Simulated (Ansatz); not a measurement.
Input and command of a plane-wave DFT calculation in Ansatz:

```yaml
crystal:
  lattice:
    - [2.8503675503, 2.8503675503, 0.0]
    - [-2.8503675503, 2.8503675503, 0.0]
    - [0.0, 0.0, 5.3499206329]
  atoms:
    - { symbol: Cd, position: [0.0, 0.0, 0.0] }
    - { symbol: Cd, position: [0.5, 0.5, 0.5] }
    - { symbol: F, position: [0.0, 0.5, 0.75] }
    - { symbol: F, position: [0.5, 0.0, 0.75] }
    - { symbol: F, position: [0.5, 0.0, 0.25] }
    - { symbol: F, position: [0.0, 0.5, 0.25] }
basis:
  ecutwfc: 420
kpoints:
  mp_grid: { grid: [6, 6, 4] }
hamiltonian:
  xc: pbe
scf:
  occupations: { method: gaussian, width: 0.02 }
output:
  forces: true
  stress: true
  eigenvalues: true
  write_density: true
  write_potential: true
  elf: true
  volumetric_format: npy
relax:
  adjacent_minimum: "off"
  f_tol: 0.008
  max_steps: 40
  cell: { stress_tol: 0.015, fix: [a, b, gamma] }
```

```bash
ansatz run input.yaml --threads 1 --pin off --max-ram 2560MiB --backend cpu --events-out ev --progress --plain --runs-dir out
```

Processor: Intel(R) Xeon(R) Platinum 8488C (Sapphire Rapids), 1 thread, on a host shared with other jobs.

**Question.** Estimate time, memory and problem size.

**Answer.** About 13 s on 1 thread of Intel(R) Xeon(R) Platinum 8488C (Sapphire Rapids) (shared host), peak memory 0.46 GiB. It solves 41 bands at 30 k points (the mesh reduced by symmetry) with about 1673 plane waves (on the last cell), in 21 SCF iterations over 4 ionic steps.
